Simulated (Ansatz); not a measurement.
## Structure relaxation of Co

These are results of Ansatz, DFT PBE, scalar-relativistic, plane waves, PAW, not measurements. Cutoff 420 eV, Γ-centred k mesh, Gaussian smearing, collinear spin, first started from parallel moments.

This is the end of a relaxation of cell and atoms.

```
CELL_PARAMETERS angstrom
-1.40530 1.40530 1.40530
1.40530 -1.40530 1.40530
1.40530 1.40530 -1.40530
ATOMIC_POSITIONS crystal
Co 0.00000 0.00000 0.00000
```

Energies count from the standard state of Co at the same level.

(1) What space group does it have?

(2) How far above the standard state of Co does it lie?

(3) Is it a metal?

(4) What net moment does it keep?

Results:

(1) Im-3m (No. 229). Conventional cell: a = 2.811 Å. Around Co lie 8 Co at 2.43 Å and 6 Co at 2.81 Å.

(2) 0.09 eV/atom.

(3) Yes, bands cross the Fermi level on the 28×28×28 mesh.

(4) 1.76 μB per atom, with site moments up to 1.83 μB.

The final run used a 28×28×28 mesh on its 1-atom cell and 0.10 eV smearing. For metals, differences of a few meV/atom aren't resolved.

This bcc form isn't the element's structure at ambient conditions.